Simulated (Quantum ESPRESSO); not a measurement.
A run of Quantum ESPRESSO 7.5:

Contents of pw.in:

```
&CONTROL
  calculation = 'scf'
  prefix = 'pwscf'
  outdir = './tmp'
  pseudo_dir = './pseudo'
  tprnfor = .true.
  tstress = .true.
  disk_io = 'low'
/
&SYSTEM
  ibrav = 0
  nat = 6
  ntyp = 2
  ecutwfc = 70
  nbnd = 60
  occupations = 'smearing'
  smearing = 'fd'
  degauss = 0.00367493
/
&ELECTRONS
  conv_thr = 1.2d-09
  electron_maxstep = 120
  mixing_beta = 0.5
/
ATOMIC_SPECIES
Mo    95.9500 42_Mo_14_2.0_2.6_pbe_n_v1.0.upf
Se    78.9710 34_Se_16_1.9_2.1_pbe_n_v1.0.upf
CELL_PARAMETERS angstrom
   3.2880000000    0.0000000000    0.0000000000
  -1.6440000000    2.8474915276    0.0000000000
   0.0000000000    0.0000000000   12.9000000000
ATOMIC_POSITIONS angstrom
Mo     1.6440000002    0.9491638424    9.6750000000
Mo    -0.0000000002    1.8983276852    3.2250000000
Se     1.6440000002    0.9491638424    4.8375000000
Se    -0.0000000002    1.8983276852   11.2875000000
Se     1.6440000002    0.9491638424    1.6125000000
Se    -0.0000000002    1.8983276852    8.0625000000
K_POINTS automatic
9 9 2 0 0 0
```

The input bands.in:

```
&CONTROL
  calculation = 'bands'
  prefix = 'pwscf'
  outdir = './tmp'
  pseudo_dir = './pseudo'
  disk_io = 'low'
  verbosity = 'high'
/
&SYSTEM
  ibrav = 0
  nat = 6
  ntyp = 2
  ecutwfc = 70
  nbnd = 60
  occupations = 'smearing'
  smearing = 'fd'
  degauss = 0.00367493
/
&ELECTRONS
  conv_thr = 1d-08
  electron_maxstep = 120
  mixing_beta = 0.5
  diago_full_acc = .true.
/
ATOMIC_SPECIES
Mo    95.9500 42_Mo_14_2.0_2.6_pbe_n_v1.0.upf
Se    78.9710 34_Se_16_1.9_2.1_pbe_n_v1.0.upf
CELL_PARAMETERS angstrom
   3.2880000000    0.0000000000    0.0000000000
  -1.6440000000    2.8474915276    0.0000000000
   0.0000000000    0.0000000000   12.9000000000
ATOMIC_POSITIONS angstrom
Mo     1.6440000002    0.9491638424    9.6750000000
Mo    -0.0000000002    1.8983276852    3.2250000000
Se     1.6440000002    0.9491638424    4.8375000000
Se    -0.0000000002    1.8983276852   11.2875000000
Se     1.6440000002    0.9491638424    1.6125000000
Se    -0.0000000002    1.8983276852    8.0625000000
K_POINTS crystal
60
 0.0000000000  0.0000000000  0.0000000000 1
 0.0555555556  0.0000000000  0.0000000000 1
 0.1111111111  0.0000000000  0.0000000000 1
 0.1666666667  0.0000000000  0.0000000000 1
 0.2222222222  0.0000000000  0.0000000000 1
 0.2777777778  0.0000000000  0.0000000000 1
 0.3333333333  0.0000000000  0.0000000000 1
 0.3888888889  0.0000000000  0.0000000000 1
 0.4444444444  0.0000000000  0.0000000000 1
 0.5000000000  0.0000000000  0.0000000000 1
 0.4666666667  0.0666666667  0.0000000000 1
 0.4333333333  0.1333333333  0.0000000000 1
 0.4000000000  0.2000000000  0.0000000000 1
 0.3666666667  0.2666666667  0.0000000000 1
 0.3333333333  0.3333333333  0.0000000000 1
 0.3030303030  0.3030303030  0.0000000000 1
 0.2727272727  0.2727272727  0.0000000000 1
 0.2424242424  0.2424242424  0.0000000000 1
 0.2121212121  0.2121212121  0.0000000000 1
 0.1818181818  0.1818181818  0.0000000000 1
 0.1515151515  0.1515151515  0.0000000000 1
 0.1212121212  0.1212121212  0.0000000000 1
 0.0909090909  0.0909090909  0.0000000000 1
 0.0606060606  0.0606060606  0.0000000000 1
 0.0303030303  0.0303030303  0.0000000000 1
 0.0000000000  0.0000000000  0.0000000000 1
 0.0000000000  0.0000000000  0.5000000000 1
 0.0500000000  0.0000000000  0.5000000000 1
 0.1000000000  0.0000000000  0.5000000000 1
 0.1500000000  0.0000000000  0.5000000000 1
 0.2000000000  0.0000000000  0.5000000000 1
 0.2500000000  0.0000000000  0.5000000000 1
 0.3000000000  0.0000000000  0.5000000000 1
 0.3500000000  0.0000000000  0.5000000000 1
 0.4000000000  0.0000000000  0.5000000000 1
 0.4500000000  0.0000000000  0.5000000000 1
 0.5000000000  0.0000000000  0.5000000000 1
 0.4666666667  0.0666666667  0.5000000000 1
 0.4333333333  0.1333333333  0.5000000000 1
 0.4000000000  0.2000000000  0.5000000000 1
 0.3666666667  0.2666666667  0.5000000000 1
 0.3333333333  0.3333333333  0.5000000000 1
 0.3076923077  0.3076923077  0.5000000000 1
 0.2820512821  0.2820512821  0.5000000000 1
 0.2564102564  0.2564102564  0.5000000000 1
 0.2307692308  0.2307692308  0.5000000000 1
 0.2051282051  0.2051282051  0.5000000000 1
 0.1794871795  0.1794871795  0.5000000000 1
 0.1538461538  0.1538461538  0.5000000000 1
 0.1282051282  0.1282051282  0.5000000000 1
 0.1025641026  0.1025641026  0.5000000000 1
 0.0769230769  0.0769230769  0.5000000000 1
 0.0512820513  0.0512820513  0.5000000000 1
 0.0256410256  0.0256410256  0.5000000000 1
 0.0000000000  0.0000000000  0.5000000000 1
 0.5000000000  0.0000000000  0.5000000000 1
 0.5000000000  0.0000000000  0.0000000000 1
 0.3333333333  0.3333333333  0.0000000000 1
 0.3333333333  0.3333333333  0.2500000000 1
 0.3333333333  0.3333333333  0.5000000000 1
```

Potentials or basis: SPMS 1.0 PBE.

Launch:

```console
$ OMP_NUM_THREADS=1 pw.x -in pw.in > pw.out
$ OMP_NUM_THREADS=1 pw.x -in bands.in > bands.out
```

Hardware: 1 thread of Intel(R) Xeon(R) CPU @ 2.80GHz (Skylake/Cascade Lake), with other jobs on the host.

Estimate the wall time of this run.

Wall time 6.6 min on 1 thread of Intel(R) Xeon(R) CPU @ 2.80GHz (Skylake/Cascade Lake) (shared host), peak memory 0.52 GiB. Counts: scf iterations 10, k pools 1, bands 60, k points 24, g dense 64533.
